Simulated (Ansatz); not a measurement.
# TiO2: a test of stability by relaxation

This session takes TiO2 and sets out to disturb the structure and relax it again.

Method: DFT r2SCAN, scalar-relativistic, plane waves, PAW, in Ansatz 0.2.0.

1 further run of the same task is left out (set aside as unsound or not needed).

### Step 1. The system as given

It takes space group I4_1/amd (No. 141, tetragonal). Conventional cell: a = 3.778 Å, b = 3.778 Å, c = 9.584 Å, α = 90.00°, β = 90.00°, γ = 90.00°. Ti (site symmetry -4m2) has 6 O at 1.93 to 1.99 Å as nearest neighbours. Around O (site symmetry 2mm) lie 3 Ti at 1.93 to 1.99 Å.

Structure file:

```cif
data_structure
_symmetry_space_group_name_H-M 'P 1'
_symmetry_Int_Tables_number 1
_cell_length_a 3.7777
_cell_length_b 3.7777
_cell_length_c 5.4864
_cell_angle_alpha 110.140
_cell_angle_beta 110.140
_cell_angle_gamma 90.000
_cell_volume 68.39
loop_
_atom_site_label
_atom_site_type_symbol
_atom_site_fract_x
_atom_site_fract_y
_atom_site_fract_z
_atom_site_occupancy
Ti1 Ti 0.12497 0.87503 0.25000 1
Ti2 Ti 0.87503 0.12497 0.75000 1
O1 O 0.33228 0.08225 0.66454 1
O2 O 0.66772 0.91775 0.33546 1
O3 O 0.91775 0.66772 0.83546 1
O4 O 0.08225 0.33228 0.16454 1
```

It goes back to an entry of the Materials Project, which need not be the stable form.

This cell was relaxed beforehand with the same method: volume 11.40 Å³/atom, gap on the mesh 2.57 eV.

### Step 2. The reference cell

Reference values: F = -7292.6633 eV; pressure 0.01 GPa; largest force 0.001 eV/Å; gap on the mesh 2.58 eV. It was computed beforehand with the settings of the runs below.

### Step 3. The disturbance

Atom 5 moved 0.30 Å. Displacements in the unstrained cell, with the mean shift removed:

| atom | ux (Å) | uy (Å) | uz (Å) |
| --- | --- | --- | --- |
| Ti1 | -0.009 | 0.033 | -0.036 |
| Ti2 | -0.009 | 0.033 | -0.036 |
| O3 | -0.009 | 0.033 | -0.036 |
| O4 | -0.009 | 0.033 | -0.036 |
| O5 | 0.043 | -0.167 | 0.181 |
| O6 | -0.009 | 0.033 | -0.036 |

### Step 4. The disturbed cell, one point

input.yaml reads:

```yaml
crystal:
  lattice:
    - [2.6711600391, -2.6712510898, -0.0201684192]
    - [2.6711600391, 2.6712510898, -0.0201684192]
    - [-2.6353413721, 0.0, 4.8120473848]
  atoms:
    - { symbol: Ti, position: [0.1133925091, 0.8759230554, 0.242418332] }
    - { symbol: Ti, position: [0.8634430175, 0.125872547, 0.742418332] }
    - { symbol: O, position: [0.320699705, 0.0831461599, 0.6569629815] }
    - { symbol: O, position: [0.6561358216, 0.9186494425, 0.3278736825] }
    - { symbol: O, position: [0.975662825, 0.6632290525, 0.8733636903] }
    - { symbol: O, position: [0.070666122, 0.3331797429, 0.1569629815] }
basis:
  ecutwfc: 500
kpoints:
  mp_grid: { grid: [6, 6, 6] }
hamiltonian:
  xc: r2scan
scf:
  occupations: { method: gaussian, width: 0.05 }
output:
  forces: true
  stress: true
  eigenvalues: true
```

Launch:

```
$ ansatz run input.yaml --threads 1 --pin off --max-ram 2560MiB --backend cpu --events-out ev --progress --plain --runs-dir out
```

Further runs follow: relaxation of the disturbed structure.

Q: Predict the outcome of this session. Wanted: end of the relaxation, from the reference; final space group; volume change.

The runs gave:

| quantity | value |
| --- | --- |
| cost of the disturbance | 91.1 meV/atom |
| end of the relaxation, from the reference | +0.0 meV/atom |
| final space group | I4_1/amd (tolerance 0.05 Å; reference I4_1/amd) |
| volume change | -0.01 % |

In words: The relaxation returns to the undisturbed structure, within 1.5 meV/atom: a sign of a true local minimum against this disturbance.
